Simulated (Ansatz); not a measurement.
The system is In.

```
CELL_PARAMETERS angstrom
-1.62547 1.62547 2.47370
1.62547 -1.62547 2.47370
1.62547 1.62547 -2.47370
ATOMIC_POSITIONS crystal
In 0.00000 0.00000 0.00000
```

| Quantity | Value |
| --- | --- |
| Program | Ansatz 0.2.0 |
| Task | phonons |
| Functional | PBE exchange only |
| Potentials or basis | all-electron LAPW, non-relativistic |
| Cutoff | 193 eV (chosen from the basis error) |
| Basis error allowed | 0.001 eV/atom |
| k mesh | 8 × 8 × 8 |
| Occupations | cold, width 0.1 eV |
| Spin | no spin polarisation |
| Phonon path | ["G", "X", "Y", "S", "G", "Z"] |

Task: Is this structure dynamically stable at this level, and how far does the spectrum reach?

Result: Yes, as far as this q mesh shows: no mode on the path is imaginary. The highest frequency is 145 cm⁻¹.

A q mesh this small can miss soft modes between its points.

Caveat: relativity is left out, which matters for the heavier elements.
